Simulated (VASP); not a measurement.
# Ge (Fd-3m) in VASP: relaxation of cell and atoms with PBE

Aim: the relaxation of cell and atoms of Ge with PBE.

All numbers are computed with VASP 6.6.1; they aren't measurements. Logs are shortened: lines on timing, memory, paths and dates and some standing lists are left out, and cuts for length are marked.

## (1) The structure

It takes space group Fd-3m (No. 227, cubic). The conventional cell has a = 5.658 Å, b = 5.658 Å, c = 5.658 Å, α = 90.00°, β = 90.00°, γ = 90.00°. Ge (site symmetry -43m) has 4 Ge at 2.45 Å as nearest neighbours.

## (2) Relaxation of cell and atoms, PBE

The input, INCAR:

```
SYSTEM = Ge
ALGO = Fast
EDIFF = 1E-7
EDIFFG = -0.004
ENCUT = 600
GGA = PE
IBRION = 2
ISIF = 3
ISMEAR = 0
LASPH = .True.
LCHARG = .False.
LREAL = .False.
LWAVE = .False.
NELM = 100
NSW = 80
PREC = Accurate
SIGMA = 0.02
```

The input, KPOINTS:

```
k-points
0
Gamma
  8 8 8
  0 0 0
```

The input, POSCAR:

```
Ge
1.0
    0.0000000000      2.8289100000      2.8289100000
    2.8289100000      0.0000000000      2.8289100000
    2.8289100000      2.8289100000      0.0000000000
Ge
2
Direct
    0.0000000000      0.0000000000      0.0000000000
    0.2500000000      0.2500000000      0.2500000000
```

Potentials or basis: VASP PAW PBE potentials, release 64 (Ge_d).

Started as:

```console
$ cat potpaw_PBE.64/Ge_d/POTCAR > POTCAR
$ mpirun -np 1 vasp_std > vasp.out
```

OUTCAR:

```text
SYSTEM = Ge
   EDIFF = 1E-7
   EDIFFG = -0.004
   ENCUT = 600
   GGA = PE
   IBRION = 2
   ISIF = 3
   ISMEAR = 0
   LASPH = .True.
   LREAL = .False.
   NELM = 100
   NSW = 80
   PREC = Accurate

 ion  position               nearest neighbor table
   1  0.000  0.000  0.000-   2 2.45   2 2.45   2 2.45   2 2.45
   2  0.250  0.250  0.250-   1 2.45   1 2.45   1 2.45   1 2.45

  LATTYP: Found a face centered cubic cell.
 ALAT       =     5.6578200000

  Lattice vectors:

 A1 = (   0.0000000000,   2.8289100000,   2.8289100000)
 A2 = (   2.8289100000,   0.0000000000,   2.8289100000)
 A3 = (   2.8289100000,   2.8289100000,   0.0000000000)

Analysis of symmetry for initial positions (statically):
=====================================================================
 Subroutine PRICEL returns:
 Original cell was already a primitive cell.

 Routine SETGRP: Setting up the symmetry group for a
 face centered cubic supercell.

 Subroutine GETGRP returns: Found 48 space group operations
 (whereof 24 operations were pure point group operations)
 out of a pool of 48 trial point group operations.

The static configuration has the point symmetry T_d .
 The point group associated with its full space group is O_h .

Analysis of symmetry for dynamics (positions and initial velocities):
=====================================================================
 Subroutine PRICEL returns:
 Original cell was already a primitive cell.

 Routine SETGRP: Setting up the symmetry group for a
 face centered cubic supercell.

 Subroutine GETGRP returns: Found 48 space group operations
 (whereof 24 operations were pure point group operations)
 out of a pool of 48 trial point group operations.

The dynamic configuration has the point symmetry T_d .
 The point group associated with its full space group is O_h .

 Subroutine INISYM returns: Found 48 space group operations
 (whereof 24 operations are pure point group operations),
 and found     1 'primitive' translations

----------------------------------------------------------------------------------------

                                     Primitive cell

  volume of cell :      45.2780

  direct lattice vectors                    reciprocal lattice vectors
     0.000000000  2.828910000  2.828910000    -0.176746521  0.176746521  0.176746521
     2.828910000  0.000000000  2.828910000     0.176746521 -0.176746521  0.176746521
     2.828910000  2.828910000  0.000000000     0.176746521  0.176746521 -0.176746521

  length of vectors
     4.000682889  4.000682889  4.000682889     0.306133954  0.306133954  0.306133954

  position of ions in fractional coordinates (direct lattice)
     0.000000000  0.000000000  0.000000000
     0.250000000  0.250000000  0.250000000

  ion indices of the primitive-cell ions
   primitive index   ion index
                 1           1
                 2           2

----------------------------------------------------------------------------------------

 KPOINTS: k-points

Automatic generation of k-mesh.
 Grid dimensions read from file:
 generate k-points for:    8    8    8

 Generating k-lattice:

  Cartesian coordinates                     Fractional coordinates (reciprocal lattice)
    -0.022093315  0.022093315  0.022093315     0.125000000  0.000000000  0.000000000
     0.022093315 -0.022093315  0.022093315     0.000000000  0.125000000  0.000000000
     0.022093315  0.022093315 -0.022093315     0.000000000  0.000000000  0.125000000

  Length of vectors
     0.038266744  0.038266744  0.038266744

  Shift w.r.t. Gamma in fractional coordinates (k-lattice)
     0.000000000  0.000000000  0.000000000

 Subroutine IBZKPT returns following result:
 ===========================================

 Found     29 irreducible k-points:

 Following reciprocal coordinates:
            Coordinates               Weight
  0.000000  0.000000  0.000000      1.000000
  0.125000  0.000000  0.000000      8.000000
  0.250000  0.000000  0.000000      8.000000
  0.375000  0.000000  0.000000      8.000000
  0.500000  0.000000  0.000000      4.000000
  0.125000  0.125000  0.000000      6.000000
[... 16 lines left out ...]
  0.500000  0.250000  0.125000     48.000000
 -0.375000  0.250000  0.125000     24.000000
 [... further k-points ...]
   k-points           NKPTS =     29   k-points in BZ     NKDIM =     29   number of bands    NBANDS=     18
   number of dos      NEDOS =    301   number of ions     NIONS =      2
   total plane-waves  NPLWV =  32768
   dimension x,y,z NGX =    32 NGY =   32 NGZ =   32
   dimension x,y,z NGXF=    64 NGYF=   64 NGZF=   64
   ions per type =               2
   NGX,Y,Z   is equivalent  to a cutoff of  13.30, 13.30, 13.30 a.u.
   NGXF,Y,Z  is equivalent  to a cutoff of  26.59, 26.59, 26.59 a.u.
 SYSTEM =  Ge
   PREC   = accura    normal or accurate (medium, high low for compatibility)
   ISTART =      0    job   : 0-new  1-cont  2-samecut
   ICHARG =      2    charge: 1-file 2-atom 10-const
   ISPIN  =      1    spin polarized calculation?
   LNONCOLLINEAR =      F non collinear calculations
   LSORBIT =      F    spin-orbit coupling
   LASPH  =      T    aspherical Exc in radial PAW
   ENCUT  =  600.0 eV  44.10 Ry    6.64 a.u.   7.99  7.99  7.99*2*pi/ulx,y,z
   NELM   =    100;   NELMIN=  2; NELMDL= -5     # of ELM steps
   EDIFF  = 0.1E-06   stopping-criterion for ELM
   LREAL  =      F    real-space projection
   EDIFFG = -.4E-02   stopping-criterion for IOM
   NSW    =     80    number of steps for IOM
   IBRION =      2    ionic relax: 0-MD 1-quasi-New 2-CG
   NFREE  =      1    steps in history (QN), initial steepest desc. (CG)
   ISIF   =      3    stress and relaxation
   ISYM   =      2    0-nonsym 1-usesym 2-fastsym
   POTIM  = 0.5000    time-step for ionic-motion
   TEBEG  =    0.0;   TEEND  =   0.0 temperature during run
   PSTRESS=    0.0 pullay stress
   NELECT =      28.0000    total number of electrons
   NUPDOWN=      -1.0000    fix difference up-down
   EMIN   =  10.00;   EMAX   =-10.00  energy-range for DOS
   EFERMI =   0.00;   METHOD = LEGACY
   ISMEAR =     0;   SIGMA  =   0.02  broadening in eV -4-tet -1-fermi 0-gaus
   EFERMI_NEDOS =   21; number of points for ismear=-14 and -15
   IALGO  =     68    algorithm
   IMIX   =      4    mixing-type and parameters
     AMIX     =   0.40;   BMIX     =  1.00
     AMIX_MAG =   1.60;   BMIX_MAG =  1.00
  volume/ion in A,a.u.               =      22.64       152.78
  Fermi-wavevector in a.u.,A,eV,Ry     =   1.394756  2.635708 26.468033  1.945346
  Thomas-Fermi vector in A             =   2.518275
   LORBIT       =      0    0 simple, 1 ext, 2 COOP (PROOUT), +10 PAW based schemes
   GGA     = PE    functional components
   LHFCALC =     F    Hartree Fock is set to
   AEXX    =    0.0000 exact exchange contribution
   IVDW    =     0    specifies the selected vdW correction
   LEPSILON=     F    determine dielectric tensor
   LRPA    =     F    only Hartree local field effects (RPA)
 conjugate gradient relaxation of ions
 non-spin polarized calculation
 RMM-DIIS sequential band-by-band and
 Gauss-broadening in eV      SIGMA  =   0.02
  energy-cutoff  :      600.00
  volume of cell :       45.28
 maximum number of plane-waves:      1540
   NGX = 15   NGY = 15   NGZ = 15

--------------------------------------- Ionic step        1  -------------------------------------------

 number of electron      28.0000013 magnetization

 Free energy of the ion-electron system (eV)
  ---------------------------------------------------
  ext. energy  EPLUGINS =         0.00000000
  ---------------------------------------------------
  free energy    TOTEN  =        -8.99900334 eV

  energy without entropy =       -8.99896867  energy(sigma->0) =       -8.99898601

 E-fermi :   5.0165     XC(G=0):  -9.9228

 val. band max:        4.9946580371   @ k =   0.0000   0.0000   0.0000
 cond. band min:       5.0292975130   @ k =   0.0000   0.0000   0.0000
 fundamental gap:      0.0346394759
 Fermi energy:         5.0165202545

 k-point     1 :       0.0000    0.0000    0.0000
  band No.  band energies     occupation
      1     -19.8207      2.00000
      2     -19.8207      2.00000
      3     -19.8207      2.00000
      4     -19.7846      2.00000
      5     -19.7846      2.00000
      6     -19.5741      2.00000
[... 10 lines left out ...]
     17       7.5483      0.00000
     18       7.5483      0.00000

 k-point     2 :       0.1250    0.0000    0.0000
  band No.  band energies     occupation
      1     -19.8288      2.00000
      2     -19.8288      2.00000
      3     -19.8182      2.00000
      4     -19.7732      2.00000
      5     -19.7732      2.00000
      6     -19.5859      2.00000
[... 10 lines left out ...]
     17       7.9970      0.00000
     18       8.4876      0.00000

 k-point     3 :       0.2500    0.0000    0.0000
  band No.  band energies     occupation
      1     -19.8389      2.00000
      2     -19.8389      2.00000
      3     -19.8121      2.00000
      4     -19.7561      2.00000
      5     -19.7561      2.00000
      6     -19.5996      2.00000
[... 494 lines left out ...]
  FORCE on cell =-STRESS in cart. coord.  units (eV):
  Direction    XX          YY          ZZ          XY          YZ          ZX
  --------------------------------------------------------------------------------------
  -------------------------------------------------------------------------------------
  Total       -0.3110109     -0.3110109     -0.3110109      0.0000000     -0.0000000     -0.0000000
  in kB      -10.2438557    -10.2438557    -10.2438557      0.0000000     -0.0000000     -0.0000000
  external PRESSURE =     -10.2438557 kB  Pullay stress =       0.0000000 kB

 VOLUME and BASIS-vectors are now :
 -----------------------------------------------------------------------------
  energy-cutoff  :      600.00
  volume of cell :       48.64
      direct lattice vectors                 reciprocal lattice vectors
     0.000000000  2.897327573  2.897327573    -0.172572824  0.172572824  0.172572824
     2.897327573 -0.000000000  2.897327573     0.172572824 -0.172572824  0.172572824
     2.897327573  2.897327573 -0.000000000     0.172572824  0.172572824 -0.172572824

 POSITION                                       TOTAL-FORCE (eV/Angst)
 -----------------------------------------------------------------------------------
      5.79466      5.79466      5.79466         0.000000      0.000000     -0.000000
      1.44866      1.44866      1.44866        -0.000000     -0.000000      0.000000
 -----------------------------------------------------------------------------------
    total drift:                               -0.000000      0.000000      0.000000

  FREE ENERGIE OF THE ION-ELECTRON SYSTEM (eV)
  ---------------------------------------------------
  free  energy   TOTEN  =        -9.0233444461 eV

  energy  without entropy=       -9.0232427005  energy(sigma->0) =       -9.02329357

--------------------------------------- Ionic step        3  -------------------------------------------

 number of electron      28.0000015 magnetization

 Free energy of the ion-electron system (eV)
  ---------------------------------------------------
  ext. energy  EPLUGINS =         0.00000000
  ---------------------------------------------------
  free energy    TOTEN  =        -9.02596188 eV

  energy without entropy =       -9.02586988  energy(sigma->0) =       -9.02591588

 E-fermi :   4.4839     XC(G=0):  -9.6678

 val. band max:        4.4809824842   @ k =   0.0000   0.0000   0.0000
 cond. band min:       4.5055862359   @ k =   0.5000   0.0000   0.0000
 fundamental gap:      0.0246037518
 Fermi energy:         4.4839364651

 k-point     1 :       0.0000    0.0000    0.0000
  band No.  band energies     occupation
      1     -20.2640      2.00000
      2     -20.2640      2.00000
      3     -20.2640      2.00000
      4     -20.2320      2.00000
      5     -20.2320      2.00000
      6     -20.0489      2.00000
[... 10 lines left out ...]
     17       7.0092      0.00000
     18       7.0092      0.00000

 k-point     2 :       0.1250    0.0000    0.0000
  band No.  band energies     occupation
      1     -20.2709      2.00000
      2     -20.2709      2.00000
      3     -20.2618      2.00000
      4     -20.2223      2.00000
      5     -20.2223      2.00000
      6     -20.0603      2.00000
[... 10 lines left out ...]
     17       7.4298      0.00000
     18       7.8126      0.00000

 k-point     3 :       0.2500    0.0000    0.0000
  band No.  band energies     occupation
      1     -20.2797      2.00000
      2     -20.2797      2.00000
      3     -20.2563      2.00000
      4     -20.2075      2.00000
      5     -20.2075      2.00000
      6     -20.0726      2.00000
[... 460 lines left out ...]
  --------------------------------------------------------------------------------------
  -------------------------------------------------------------------------------------
  Total       -0.0043270     -0.0043270     -0.0043270      0.0000000      0.0000000     -0.0000000
  in kB       -0.1450268     -0.1450268     -0.1450268      0.0000000      0.0000000     -0.0000000
  external PRESSURE =      -0.1450268 kB  Pullay stress =       0.0000000 kB

 VOLUME and BASIS-vectors are now :
 -----------------------------------------------------------------------------
  energy-cutoff  :      600.00
  volume of cell :       47.80
      direct lattice vectors                 reciprocal lattice vectors
     0.000000000  2.880531406  2.880531406    -0.173579083  0.173579083  0.173579083
     2.880531406 -0.000000000  2.880531406     0.173579083 -0.173579083  0.173579083
     2.880531406  2.880531406 -0.000000000     0.173579083  0.173579083 -0.173579083

 POSITION                                       TOTAL-FORCE (eV/Angst)
 -----------------------------------------------------------------------------------
      0.00000      0.00000      0.00000        -0.000000     -0.000000     -0.000000
      1.44027      1.44027      1.44027         0.000000      0.000000      0.000000
 -----------------------------------------------------------------------------------
    total drift:                               -0.000000      0.000000      0.000000

  FREE ENERGIE OF THE ION-ELECTRON SYSTEM (eV)
  ---------------------------------------------------
  free  energy   TOTEN  =        -9.0259618768 eV

  energy  without entropy=       -9.0258698784  energy(sigma->0) =       -9.02591588

 reached required accuracy - stopping structural energy minimisation
```

It took 28 s on 1 thread of Intel Xeon 6975P-C (Granite Rapids), shared host; peak memory 0.18 GiB.

Results:

```
Free energy                            : -9.0260 eV
Relaxed volume                         : 23.90 Å³/atom
Relaxed cell                           : a = 4.074 Å, b = 4.074 Å, c = 4.074 Å, α = 60.00°, β = 60.00°, γ = 60.00°
Space group after relaxing (to 0.05 Å) : Fd-3m (No. 227)
Energy gained by relaxing              : 13.5 meV/atom
Ionic steps                            : 3
Pressure after relaxing                : 0.0 GPa
Band gap on the k mesh                 : none (metal or under the smearing width)
```

The path:
```
step  energy change (eV)  largest force (eV/Å)  pressure (GPa)  volume (Å³)
   1              0.0000                0.0000            3.55        45.28
   2             -0.0243                0.0000           -1.02        48.64
   3             -0.0270                0.0000           -0.01        47.80
```

Final structure:
```yaml
crystal:
  lattice:
    - [0.00000, 2.88053, 2.88053]
    - [2.88053, 0.00000, 2.88053]
    - [2.88053, 2.88053, 0.00000]
  atoms:
    - { symbol: Ge, position: [0.00000, 0.00000, 0.00000] }
    - { symbol: Ge, position: [0.25000, 0.25000, 0.25000] }
```

Caveat: this crystal is a semiconductor, whose small gap the functional closes, so the metal is an error of the method. Zero-point motion and thermal expansion aren't in these numbers.
